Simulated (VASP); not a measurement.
# Pd (P6_3/mmc) in VASP: further runs

The runs below take Pd through single point, with PBE+D3(BJ).

Everything below comes from runs of VASP 6.6.1. Logs are shortened: lines on timing, memory, paths and dates and some standing lists are left out, and cuts for length are marked.

**1. The crystal as given**

The structure is hexagonal, space group P6_3/mmc (No. 194). The conventional cell has a = 2.743 Å, b = 2.743 Å, c = 9.053 Å, α = 90.00°, β = 90.00°, γ = 120.00°. Pd (site symmetry -3m) is surrounded by 12 Pd at 2.74 to 2.76 Å. Pd (site symmetry -6m2) has 12 Pd at 2.74 to 2.76 Å as nearest neighbours.

This isn't the form of Pd at room conditions, which is fcc.

**2. Single point, PBE+D3(BJ), collinear spin, typed start**

Input file INCAR:

```
  ALGO = Normal
  EDIFF = 1E-6
  ENCUT = 520
  GGA = PE
  ISIF = 2
  ISMEAR = 0
  ISPIN = 2
  IVDW = 12
  LASPH = True
  LCHARG = True
  LELF = True
  LMAXMIX = 4
  LORBIT = 11
  LREAL = False
  LVHAR = True
  LWAVE = False
  MAGMOM = 0.47 0.47 0.47 0.47
  NBANDS = 32
  NELM = 150
  PREC = Accurate
  SIGMA = 0.1
```

Input file KPOINTS:

```
k-points
0
Gamma
  18 18 6
```

Input file POSCAR:

```
Pd
1.0
    2.7427712318      0.0000000000      0.0000000000
   -1.3713856159      2.3753095635      0.0000000000
    0.0000000000      0.0000000000      9.0527601473
Pd
4
Direct
    0.0000000000      0.0000000000      0.0000000000
    0.3333333333      0.6666666667      0.2500000000
    0.0000000000      0.0000000000      0.5000000000
    0.6666666667      0.3333333333      0.7500000000
```

Potentials or basis: VASP PAW PBE potentials, release 64 (Pd).

Run with:

```console
> cat potpaw_PBE.64/Pd/POTCAR > POTCAR
> mpirun -np 1 vasp_std > vasp.out
```

OUTCAR:

```text
EDIFF = 1E-6
   ENCUT = 520
   GGA = PE
   ISIF = 2
   ISMEAR = 0
   ISPIN = 2
   IVDW = 12
   LASPH = True
   LORBIT = 11
   LREAL = False
   NELM = 150
   PREC = Accurate
 IVDW          = 12

 ion  position               nearest neighbor table
   1  0.000  0.000  0.000-   2 2.76   4 2.76   2 2.76   4 2.76   4 2.76   2 2.76
   2  0.333  0.667  0.250-   1 2.76   3 2.76   1 2.76   3 2.76   1 2.76   3 2.76
   3  0.000  0.000  0.500-   2 2.76   4 2.76   2 2.76   4 2.76   4 2.76   2 2.76
   4  0.667  0.333  0.750-   1 2.76   3 2.76   1 2.76   3 2.76   1 2.76   3 2.76

  LATTYP: Found a hexagonal cell.
 ALAT       =     2.7427712318
 C/A-ratio  =     3.3005888506

  Lattice vectors:

 A1 = (   2.7427712318,   0.0000000000,   0.0000000000)
 A2 = (  -1.3713856159,   2.3753095635,   0.0000000000)
 A3 = (   0.0000000000,   0.0000000000,   9.0527601473)

Analysis of symmetry for initial positions (statically):
=====================================================================
 Subroutine PRICEL returns:
 Original cell was already a primitive cell.

 Routine SETGRP: Setting up the symmetry group for a
 hexagonal supercell.

 Subroutine GETGRP returns: Found 24 space group operations
 (whereof 12 operations were pure point group operations)
 out of a pool of 24 trial point group operations.

The static configuration has the point symmetry D_3d.
 The point group associated with its full space group is D_6h.

Analysis of symmetry for dynamics (positions and initial velocities):
=====================================================================
 Subroutine PRICEL returns:
 Original cell was already a primitive cell.

 Routine SETGRP: Setting up the symmetry group for a
 hexagonal supercell.

 Subroutine GETGRP returns: Found 24 space group operations
 (whereof 12 operations were pure point group operations)
 out of a pool of 24 trial point group operations.

The dynamic configuration has the point symmetry D_3d.
 The point group associated with its full space group is D_6h.

Analysis of structural, dynamic, and magnetic symmetry:
=====================================================================
 Subroutine PRICEL returns:
 Original cell was already a primitive cell.

 Routine SETGRP: Setting up the symmetry group for a
 hexagonal supercell.

 Subroutine GETGRP returns: Found 24 space group operations
 (whereof 12 operations were pure point group operations)
 out of a pool of 24 trial point group operations.

[... 130 lines left out ...]
   GGA     = PE    functional components
   LHFCALC =     F    Hartree Fock is set to
   AEXX    =    0.0000 exact exchange contribution
   IVDW    =    12    specifies the selected vdW correction
   LEPSILON=     F    determine dielectric tensor
   LRPA    =     F    only Hartree local field effects (RPA)
 spin polarized calculation
 Gauss-broadening in eV      SIGMA  =   0.10
  energy-cutoff  :      520.00
  volume of cell :       58.98
 maximum number of plane-waves:      1614
   NGX = 11   NGY = 11   NGZ = 33

 number of electron      40.0000002 magnetization       0.8359515

 Free energy of the ion-electron system (eV)
  ---------------------------------------------------
  ext. energy  EPLUGINS =         0.00000000
  ---------------------------------------------------
  free energy    TOTEN  =       -20.78794300 eV

  energy without entropy =      -20.74347708  energy(sigma->0) =      -20.76571004

 E-fermi :   9.8083     XC(G=0): -13.1859

 val. band max:        9.8080408644   @ k =   0.3333   0.0000   0.3333
 cond. band min:       9.8087279312   @ k =   0.3889   0.0556   0.1667
 fundamental gap:      0.0006870668
 Fermi energy:         9.8082772219

 spin component 1

 k-point     1 :       0.0000    0.0000    0.0000
  band No.  band energies     occupation
      1       2.6429      1.00000
      2       4.2813      1.00000
      3       4.2872      1.00000
      4       4.4331      1.00000
      5       6.8067      1.00000
      6       6.8322      1.00000
[... 829 lines left out ...]
     31      23.6764      0.00000
     32      24.6594      0.00000

 [... further k-points ...]

 spin component 2

 k-point     1 :       0.0000    0.0000    0.0000
  band No.  band energies     occupation
      1       2.6510      1.00000
      2       4.3193      1.00000
      3       4.3270      1.00000
      4       4.5413      1.00000
      5       6.9467      1.00000
      6       6.9744      1.00000
[... 829 lines left out ...]
     31      23.7119      0.00000
     32      24.6943      0.00000

 [... further k-points ...]

------------------------ aborting loop because EDIFF is reached ----------------------------------------

 Edisp (eV)   -2.67326

 E8    (eV) :    -1.1815

  FORCE on cell =-STRESS in cart. coord.  units (eV):
  Direction    XX          YY          ZZ          XY          YZ          ZX
  --------------------------------------------------------------------------------------
  -------------------------------------------------------------------------------------
  Total      -0.04410    -0.04410    -0.12291     0.00000     0.00000     0.00000
  in kB      -1.19793    -1.19793    -3.33885     0.00000     0.00000     0.00000
  external pressure =       -1.91 kB  Pullay stress =        0.00 kB

 VOLUME and BASIS-vectors are now :
 -----------------------------------------------------------------------------
  energy-cutoff  :      520.00
  volume of cell :       58.98
      direct lattice vectors                 reciprocal lattice vectors
     2.742771232  0.000000000  0.000000000     0.364594753  0.210498879  0.000000000
    -1.371385616  2.375309564  0.000000000     0.000000000  0.420997758  0.000000000
     0.000000000  0.000000000  9.052760147     0.000000000  0.000000000  0.110463547

 POSITION                                       TOTAL-FORCE (eV/Angst)
 -----------------------------------------------------------------------------------
      0.00000      0.00000      0.00000         0.000000      0.000000      0.000000
     -0.00000      1.58354      2.26319        -0.000000      0.000000      0.000000
      0.00000      0.00000      4.52638         0.000000      0.000000      0.000000
      1.37139      0.79177      6.78957         0.000000     -0.000000     -0.000000
 -----------------------------------------------------------------------------------
    total drift:                                0.000000     -0.000000      0.000000

  FREE ENERGIE OF THE ION-ELECTRON SYSTEM (eV)
  ---------------------------------------------------
  free  energy   TOTEN  =       -23.4611985383 eV

  energy  without entropy=      -23.4167326151  energy(sigma->0) =      -23.43896558

 total charge

# of ion       s       p       d       tot
------------------------------------------
    1        0.489   0.475   8.481   9.445
    2        0.489   0.477   8.476   9.443
    3        0.489   0.475   8.481   9.445
    4        0.489   0.477   8.476   9.443
--------------------------------------------------
tot          1.955   1.905  33.915  37.775

 magnetization (x)

# of ion       s       p       d       tot
------------------------------------------
    1       -0.002  -0.006   0.221   0.213
    2       -0.002  -0.006   0.213   0.205
    3       -0.002  -0.006   0.221   0.213
    4       -0.002  -0.006   0.213   0.205
--------------------------------------------------
tot         -0.009  -0.023   0.869   0.837
```

stdout:

```text
POSCAR found type information on POSCAR Pd
 POSCAR found :  1 types and       4 ions
 scaLAPACK will be used
 LDA part: xc-table for (Slater+PW92), standard interpolation
 POSCAR, INCAR and KPOINTS ok, starting setup
 FFT: planning ... GRIDC
 FFT: planning ... GRID_SOFT
 FFT: planning ... GRID
 WAVECAR not read
 entering main loop
```

Run time: 8.2 min. Hardware: 1 thread of Intel Xeon Platinum 8488C (Sapphire Rapids), shared host; peak memory 0.46 GiB.

What came out:

```yaml
Free_energy: -23.4612 eV
Pressure: -0.2 GPa
Band_gap_on_the_k_mesh: none (metal or under the smearing width)
Net_moment: 0.84 μB per cell
Site_moments: Pd +0.21, +0.20 μB
Valence_electrons_inside_the_program's_atomic_spheres: Pd 9.45, 9.44
Dispersion_energy_per_atom: -0.668 eV
```

Caveat: pairwise dispersion overbinds metals, which lowers pressure and volume.

**3. Single point, PBE+D3(BJ), collinear spin, typed start**

This run uses another cell than the first one, of 15.07 Å³/atom, 1.022 times its volume.

Input file INCAR:

```
PREC = Accurate ; ENCUT = 520
EDIFF = 1E-7 ; ISMEAR = 0
SIGMA = 0.1 ; LREAL = F
LASPH = T ; NELM = 150
ALGO = Fast ; ISIF = 2
LWAVE = F ; LCHARG = T
ISPIN = 2 ; MAGMOM = 1 1 1 1
LORBIT = 11 ; LMAXMIX = 4
GGA = PE ; IVDW = 12
LELF = T ; LVHAR = T
NBANDS = 32
```

Input file KPOINTS:

```
regular mesh
0
Gamma
  9 9 2
```

Input file POSCAR:

```
Pd
1.0
    2.7625616691      0.0000000000      0.0000000000
   -1.3812808346      2.3924485850      0.0000000000
    0.0000000000      0.0000000000      9.1183940900
Pd
4
Direct
    0.0000000000      0.0000000000      0.0000000000
    0.3333333300      0.6666666700      0.2500000000
    0.0000000000      0.0000000000      0.5000000000
    0.6666666700      0.3333333300      0.7500000000
```

Potentials or basis: VASP PAW PBE potentials, release 64 (Pd).

Run with:

```console
> cat potpaw_PBE.64/Pd/POTCAR > POTCAR
> mpirun -np 1 vasp_std > vasp.out
```

Wall time 1.7 min (1 thread of AMD EPYC 9R14 (Zen 4), shared host); peak memory 0.23 GiB.

It converged, with:

```
Free energy                                           : -23.4714 eV
Pressure                                              : -3.9 GPa
Band gap on the k mesh                                : none (metal or under the smearing width)
Net moment                                            : 1.67 μB per cell
Site moments                                          : Pd +0.42 μB
Valence electrons inside the program's atomic spheres : Pd 9.40
Dispersion energy per atom                            : -0.653 eV
```

Stress tensor (GPa, compression positive):
```
-3.77  0.00  0.00
 0.00 -3.77  0.00
 0.00  0.00 -4.02
```

Levels at points of the mesh, in eV from the Fermi level:
Spin up:
```
           k point  band 17  band 18  band 19  band 20  band 21  band 22  band 23  band 24
(0.00, 0.00, 0.00)    -1.62    -1.17    -1.17    -0.85    -0.85    -0.30    -0.30     0.95
(0.00, 0.00, 0.50)    -1.41    -1.41    -0.94    -0.94    -0.54    -0.54    -0.54    -0.54
```
Spin down:
```tsv
k point	band 17	band 18	band 19	band 20	band 21	band 22	band 23	band 24
(0.00, 0.00, 0.00)	-1.35	-0.89	-0.89	-0.56	-0.56	0.02	0.02	0.95
(0.00, 0.00, 0.50)	-1.13	-1.13	-0.85	-0.85	-0.23	-0.23	-0.23	-0.23
```

Caveat: pairwise dispersion overbinds metals, which lowers pressure and volume.
